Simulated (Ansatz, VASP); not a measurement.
## GaN in VASP and in Ansatz

```
Ga N
1.0
     0.00000    2.27441    2.27441
     2.27441    0.00000    2.27441
     2.27441    2.27441    0.00000
Ga N
1 1
Direct
  0.00000 0.00000 0.00000
  0.75000 0.75000 0.75000
```

Alike in both runs: functional PBE; k mesh 10 × 10 × 10; occupations gaussian, width 0.02 eV; no spin polarisation.

Ansatz relaxed the structure, and its values are those at the end. VASP's run is a single point on that final structure, the one shown.

|  | VASP | Ansatz |
| --- | --- | --- |
| version | VASP 6.6.1 | Ansatz 0.2.0 |
| potentials or method | VASP PAW PBE potentials, release 64 (Ga_d, N) | scalar-relativistic, plane waves, PAW |
| plane-wave cutoff (eV) | 520 | 420 |
| valence electrons in the cell | 18 | 18 |

Ansatz gave:

| Quantity | Value |
| --- | --- |
| gap on the k mesh at the Fermi level (eV) | 1.54 |
| least direct gap on the mesh (eV) | 1.54 |
| pressure (GPa) | 0.0 |

**Question.** Estimate VASP's values.

**Answer.** gap on the k mesh at the Fermi level (eV): 1.55; least direct gap on the mesh (eV): 1.55; pressure (GPa): 0.1.

A hybrid or GW would open this gap; PBE tends to underestimate it.
